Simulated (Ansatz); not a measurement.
## HgTe (Coloradoite) under changes of volume

One of the cells (33.215 Å³/atom); the others are scaled copies at fixed shape and fractional positions:

```
CELL_PARAMETERS angstrom
0.00000 3.21450 3.21450
3.21450 0.00000 3.21450
3.21450 3.21450 0.00000
ATOMIC_POSITIONS crystal
Hg 0.00000 0.00000 0.00000
Te 0.75000 0.75000 0.75000
```

* Program: Ansatz 0.2.0
* Functional: PBE
* Dispersion: D4
* Potentials or basis: Ansatz PAW
* Cutoff: 420 eV (not typed: the program's choice for these potentials)
* k mesh: 7 × 7 × 7
* Occupations: fermi-dirac, width 0.05 eV
* Spin: no spin polarisation

```tsv
volume (Å³/atom)	energy over the lowest point (meV/atom)	pressure (GPa)
31.223	65.50	6.2
31.887	42.69	4.8
32.551	25.39	3.6
33.215	12.99	2.4
33.880	4.93	1.5
34.544	?	?
35.208	0.00	-0.2
```

Problem. What does the run at 34.544 Å³/atom give?

Solution. Energy over the lowest point 0.74 meV/atom; pressure 0.6 GPa.

Worked out: A Birch-Murnaghan fit of order 3 (a polynomial in V^(-2/3)) to the other rows has its minimum at 35.03 Å³/atom with B0 = V·E''(V) = 40 GPa and B' = 5.2. It gives 0.75 meV/atom at 34.544 Å³/atom, against the run's 0.74, and -dE/dV = 0.6 GPa, against 0.6.

Energies are extrapolated to zero smearing.

Caveats: pairwise dispersion overbinds metals, which lowers pressure and volume.
